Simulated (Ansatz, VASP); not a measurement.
# One calculation of Sr, two programs

```xyz
1
Lattice="-2.0401 2.0401 2.0401 2.0401 -2.0401 2.0401 2.0401 2.0401 -2.0401" Properties=species:S:1:pos:R:3 pbc="T T T"
Sr    0.0000    0.0000    0.0000
```

Alike in both runs: functional LDA; k mesh 13 × 13 × 13; occupations fermi-dirac, width 0.1 eV; no spin polarisation.

Ansatz relaxed the structure, and its values are those at the end. VASP's run is a single point on that final structure, the one shown.

```csv
,VASP,Ansatz
version,VASP 6.6.1,Ansatz 0.2.0
potentials or method,"VASP PAW LDA potentials, release 64 (Sr_sv), cutoff 520 eV","all-electron LAPW, scalar-relativistic"
```

```tsv
	VASP	Ansatz	Ansatz less VASP
pressure (GPa)	8.2	8.1	-0.05
```

Ansatz ran all-electron here, so the differences hold the error of VASP's frozen core and of both bases.
